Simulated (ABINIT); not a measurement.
Crystal: P.

```
P
1.0
     1.72573    0.99635    3.12968
    -1.72573    0.99635    3.12968
     0.00000   -1.99270    3.12968
P
2
Direct
  0.77292 0.77292 0.77292
  0.22708 0.22708 0.22708
```

This isn't the form of P at room conditions, which is orthorhombic.

```yaml
Program: ABINIT 10.8.3 (patched build)
Task: relaxation of cell and atoms
Functional: LDA
Potentials_or_basis: PseudoDojo NC SR LDA v0.4.1 standard
Cutoff: 653 eV
k_mesh: 7 × 7 × 7
Occupations: fermi-dirac, width 0.05 eV
Spin: no spin polarisation
```

At the start: pressure -3.3 GPa; volume 16.14 Å³/atom.

How do energy, volume and symmetry change on relaxing?

Over 11 steps the energy falls by 17.2 meV/atom and the volume is 15.03 Å³/atom (-6.9 %); space group R-3m (No. 166, to 0.05 Å).

The path:
```csv
step,energy change (eV),largest force (eV/Å),pressure (GPa),volume (Å³)
1,0.0000,0.1305,-3.35,32.29
2,-0.0070,0.1780,-2.66,31.96
3,-0.0237,0.2920,1.25,30.34
4,-0.0263,0.2448,0.89,30.39
5,-0.0341,0.0166,0.04,30.20
6,-0.0342,0.0079,0.01,30.17
7,-0.0343,0.0032,0.00,30.12
8,-0.0343,0.0021,0.00,30.08
9,-0.0343,0.0013,0.00,30.05
10,-0.0343,0.0010,0.00,30.05
11,-0.0343,0.0003,0.00,30.05
```

Final structure:
```
P
1.0
     1.71143    0.98809    2.96177
    -1.71143    0.98809    2.96177
     0.00000   -1.97619    2.96177
P
2
Direct
  0.76819 0.76819 0.76819
  0.23181 0.23181 0.23181
```
